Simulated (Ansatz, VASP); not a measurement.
# WC (Qusongite) in VASP and in Ansatz

Contents of INCAR:

```
ALGO     = Normal         # electronic algorithm
EDIFF    = 1E-6           # SCF threshold, eV
ENCUT    = 520            # plane-wave cutoff, eV
GGA      = PS             # functional
ISIF     = 2              # what is computed and relaxed
ISMEAR   = -1             # smearing method
LASPH    = T              # aspherical terms in the spheres
LCHARG   = F              # write CHGCAR
LREAL    = F              # projectors in reciprocal space
LWAVE    = F              # write WAVECAR
NBANDS   = 16             # bands
NELM     = 100            # most SCF steps
PREC     = Accurate       # precision mode
SIGMA    = 0.05           # smearing width, eV
```

KPOINTS

```
k-points
0
Gamma
  11 11 10
```

File POSCAR:

```
WC
1.0
    2.9065000000      0.0000000000      0.0000000000
   -1.4532500000      2.5171000000      0.0000000000
    0.0000000000      0.0000000000      2.8366000000
W C
1 1
Direct
    0.0000000000      0.0000000000      0.0000000000
    0.6666666667      0.3333333333      0.5000000000
```

Input for Ansatz:

```yaml
crystal:
  lattice:
    - [2.9065, 0.0, 0.0]
    - [-1.45325, 2.5171, 0.0]
    - [0.0, 0.0, 2.8366]
  atoms:
    - { symbol: W, position: [0.0, 0.0, 0.0] }
    - { symbol: C, position: [0.6666666666666666, 0.3333333333333333, 0.5] }
basis:
  ecutwfc: 500.0
kpoints:
  mp_grid:
    grid: [11, 11, 10]
hamiltonian:
  xc: pbesol
  pseudopotentials:
    kind: paw
scf:
  occupations:
    method: fermi_dirac
    width: 0.05
output:
  stress: true
```

Alike in both runs: task single point; functional PBEsol; k mesh 11 × 11 × 10; occupations fermi-dirac, width 0.05 eV; no spin polarisation.

|  | VASP | Ansatz |
| --- | --- | --- |
| version | VASP 6.6.1 | Ansatz 0.2.0 |
| potentials or method | VASP PAW PBE potentials, release 64 (W_sv, C) | plane waves, PAW |
| plane-wave cutoff (eV) | 520 | 500 |
| valence electrons in the cell | 18 | 18 |

```tsv
	VASP	Ansatz	Ansatz less VASP
pressure (GPa)	-2.2	-3.5	-1.24
largest component of the traceless stress (GPa)	0.45	0.68	+0.234
```

With one functional, cell and mesh, what is left measures potentials, basis and numerics.

Caveats: the PAW data sets were made with another functional, which shifts forces and pressure a little (VASP). Spin-orbit coupling is left out, which matters for the levels of W.
